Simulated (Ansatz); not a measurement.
Wires are cut from relaxed bulk AlN (P6_3mc, 10.46 Å³/atom, gap on the mesh 4.09 eV); atoms and period are relaxed, and energies count from that bulk.

These are results of DFT PBEsol, scalar-relativistic, plane waves, PAW in Ansatz 0.2.0, not measurements.

Cutoff 420 eV, Gaussian smearing of 0.05 eV, energies at zero smearing, symmetry of each start kept, collinear spin where a moment is listed.

| start | atoms | k mesh | excess energy (eV per host atom) | line energy (eV/Å) | period (Å) | gap on the mesh (eV) | highest filled level or Fermi level under vacuum (eV) | size of the moment (μB per cell) |
| --- | --- | --- | --- | --- | --- | --- | --- | --- |
| [001] wire, 14 host atoms a period* | 14 | 1×1×7 | 0.751 | 2.840 | 3.700 | 2.16 | 5.07 | 0.00 |
| [001] wire, 18 host atoms a period* | 18 | 1×1×7 | 0.621 | 2.976 | 3.756 | 2.91 | 5.10 | 0.00 |

* ends far from its start.

An odd mesh misses points on the zone edge, so a gap read on it can be too wide.

Each run keeps its start's symmetry and one magnetic start, so lower states can exist.

Cost: 2 runs of about 33 core-minutes in all, on Intel Xeon Platinum 8488C (Sapphire Rapids) (shared hosts).